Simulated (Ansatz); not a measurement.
ZnSiP2 under changes of volume

One of the cells (18.876 Å³/atom); the others are scaled copies at fixed shape and fractional positions:

```
Zn P Si
1.0
    -2.68670    2.68670    5.23003
     2.68670   -2.68670    5.23003
     2.68670    2.68670   -5.23003
Zn P Si
2 4 2
Direct
  0.75000 0.25000 0.50000
  0.00000 0.00000 0.00000
  0.14230 0.62500 0.01730
  0.60770 0.12500 0.98270
  0.87500 0.85770 0.48270
  0.37500 0.39230 0.51730
  0.25000 0.75000 0.50000
  0.50000 0.50000 0.00000
```

The cell is a database's computed one.

| Item | Value |
| --- | --- |
| Program | Ansatz 0.2.0 |
| Functional | r2SCAN |
| Potentials or basis | Ansatz PAW |
| Cutoff | 500 eV (not typed: the program's choice for these potentials) |
| k mesh | 7 × 7 × 7 |
| Occupations | fermi-dirac, width 0.05 eV |
| Spin | no spin polarisation |

```tsv
volume (Å³/atom)	energy over the lowest point (meV/atom)	pressure (GPa)	gap on the mesh (eV)	largest force (eV/Å)
17.744	24.43	7.1	1.43	0.206
18.121	10.84	4.5	1.47	0.145
18.499	2.89	2.3	1.52	0.090
18.876	0.00	0.2	1.56	0.039
19.254	1.66	-1.6	1.60	0.008
19.631	?	?	?	?
20.009	16.82	-4.7	1.67	0.090
```

Task: What does the run at 19.631 Å³/atom give?

Result: Energy over the lowest point 7.41 meV/atom; pressure -3.2 GPa; gap on the mesh 1.63 eV; largest force 0.051 eV/Å.

Worked out: A Birch-Murnaghan fit of order 3 (a polynomial in V^(-2/3)) to the other rows has its minimum at 18.92 Å³/atom with B0 = V·E''(V) = 95 GPa and B' = 4.4 at fixed shape and positions, which overstates the stiffness. It gives 7.40 meV/atom at 19.631 Å³/atom, against the run's 7.41, and -dE/dV = -3.2 GPa, against -3.2. A straight line through the other rows of the gap, of slope 2.02 eV per unit of ln V (its deformation potential), gives 1.64 eV, against the run's 1.63.

Energies are extrapolated to zero smearing.

Caveats: odd divisions of the mesh miss points on the zone boundary, where band edges often lie, so the gap on the mesh can be too wide; the PAW data sets come from PBE, with cores solved anew for the run's functional, which leaves a small shift of forces and pressure.

A mesh can miss the band edges.
